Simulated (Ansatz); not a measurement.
Crystal: Eu.

```
CELL_PARAMETERS angstrom
-2.30300 2.30300 2.30300
2.30300 -2.30300 2.30300
2.30300 2.30300 -2.30300
ATOMIC_POSITIONS crystal
Eu 0.00000 0.00000 0.00000
```

Base run:

| Item | Value |
| --- | --- |
| Program | Ansatz 0.2.0 |
| Functional | PBE |
| Potentials or basis | Ansatz PAW |
| Cutoff | 420 eV (not typed: the program's choice for these potentials) |
| k mesh | 7 × 7 × 7 |
| Occupations | fermi-dirac, width 0.05 eV |
| Spin | collinear spin, ferromagnetic start |
| Starting moments | [10.5] μB |
| Fixed moment | 10.5 μB |

Its results: pressure -5.8 GPa; site moments Eu +9.28 μB.

Problem. The run is repeated on the same cell with these changes: fixed moment from 10.5 μB to 3.5 μB; moments at the start from [10.5] to [3.5]. What comes out?

Solution. Pressure -3.4 GPa; site moments Eu +4.66 μB.

Caveats: the total moment is fixed, so each spin has its own Fermi level; the thresholds are loose for stress.
